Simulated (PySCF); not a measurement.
# C3H4N2 (1H-Imidazole): the cost of one run

Programs: PySCF 2.14.0, with density-fitted response routines of our own. Each step states its level of theory. These are calculated values for one molecule, in the gas phase or a continuum, unless marked as measured. Atoms count from 0, in the outputs and in this text.

**1. Starting geometry**

9 atoms, charge 0, multiplicity 1; geometry from: GFN2-xTB. The atoms were then displaced at random by about 0.01 Å, so the start is not that level's minimum.

Bonds of the start (Å): C0–C1 1.39, C1–N2 1.35, N2–C3 1.38, C3–N4 1.33, N4–C0 1.33, C0–H5 1.07, C1–H6 1.06, N2–H7 1.02, C3–H8 1.04.

**2. Relaxing the molecule at PBE0-D3(BJ)/def2-TZVP**

What the job is given:

```
{"job": {"xc": "PBE0", "basis": "def2-TZVP", "d3": "d3bj", "grid": 2, "shake": 0.01, "kind": "geom"}, "charge": 0, "multiplicity": 1}
C     -0.782900    -0.951490     0.077470
C     -0.889390     0.403970    -0.201290
N      0.377520     0.875420    -0.131600
C      1.214670    -0.180820     0.184550
N      0.484660    -1.283470     0.301130
H     -1.591360    -1.649710     0.111340
H     -1.704140     1.040100    -0.433530
H      0.707190     1.834920    -0.274220
H      2.241570    -0.106080     0.332420
```

Command:

```bash
OMP_NUM_THREADS=1 python probes_run.py task.json out
```

The driver reads the jobs from task.json and runs them one after another.

Q: Estimate the wall time and peak memory of this first job on 1 thread of Arm Neoverse N1, shared host.

About 3 min, with a peak of 0.78 GiB.
